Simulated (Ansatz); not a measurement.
# La2O3: the cost of one run

Method: DFT PBE, scalar-relativistic, in Ansatz 0.2.0.

## Step 1: The system as given

The structure is trigonal, space group P321 (No. 150). The conventional cell has a = 3.930 Å, b = 3.930 Å, c = 6.120 Å, α = 90.00°, β = 90.00°, γ = 120.00°. La (site symmetry 3) has 3 O at 2.14 Å as nearest neighbours. Around O (site symmetry 2) lie 2 O at 1.70 Å and 2 La at 2.14 Å.

As a file:

```cif
data_structure
_symmetry_space_group_name_H-M 'P 1'
_symmetry_Int_Tables_number 1
_cell_length_a 3.9300
_cell_length_b 3.9300
_cell_length_c 6.1200
_cell_angle_alpha 90.000
_cell_angle_beta 90.000
_cell_angle_gamma 120.000
_cell_volume 81.86
loop_
_atom_site_label
_atom_site_type_symbol
_atom_site_fract_x
_atom_site_fract_y
_atom_site_fract_z
_atom_site_occupancy
La1 La 0.33333 0.66667 0.25000 1
La2 La 0.66667 0.33333 0.75000 1
O1 O 0.25000 0.25000 0.00000 1
O2 O 0.75000 0.00000 0.00000 1
O3 O 0.00000 0.75000 0.00000 1
```

Atoms are numbered in the order of the input: La1, La2, O3, O4, O5.

## Step 2: The deformed structure

Space group P321 before, P1 after.

## Step 3: Full-potential LAPW

input.yaml reads:

```yaml
crystal:
  lattice:
    - [3.9300000706, 0.0589500011, 0.0589500011]
    - [-1.9139478368, 3.3740048975, 0.0215771979]
    - [0.0918, 0.0918, 6.12]
  atoms:
    - { symbol: La, position: [0.3333333333, 0.6666666667, 0.25] }
    - { symbol: La, position: [0.6666666667, 0.3333333333, 0.75] }
    - { symbol: O, position: [0.25, 0.25, 0.0] }
    - { symbol: O, position: [0.75, 0.0, 0.0] }
    - { symbol: O, position: [0.0, 0.75, 0.0] }
kpoints:
  mp_grid: { grid: [6, 6, 4] }
  band_path:
    path:
      - [0.0, 0.0, 0.0]
      - [0.0, -0.5, 0.0]
      - [0.0, 0.0, 0.5]
      - [0.0, 0.0, 0.0]
      - [-0.5, 0.0, 0.0]
      - [-0.5, 0.5, -0.5]
      - [0.0, 0.0, 0.0]
      - [-0.5, 0.0, -0.5]
      - [-0.5, 0.5, 0.0]
    npoints: 5
scf:
  occupations: { method: fermi_dirac, width: 0.02 }
hamiltonian:
  xc: pbe
  pseudopotentials: { kind: all_electron, lapw: { basis_error: 0.001 } }
output:
  forces: true
  stress: true
  eigenvalues: true
```

Started as:

```bash
ansatz run input.yaml --threads 2 --pin off --max-ram 6144MiB --backend cpu --events-out ev --progress --plain --runs-dir out
```

Q: Estimate wall time and peak memory on 2 threads of Intel Xeon Platinum 8488C (Sapphire Rapids), shared host.

About 3 min, with a peak of 0.98 GiB.
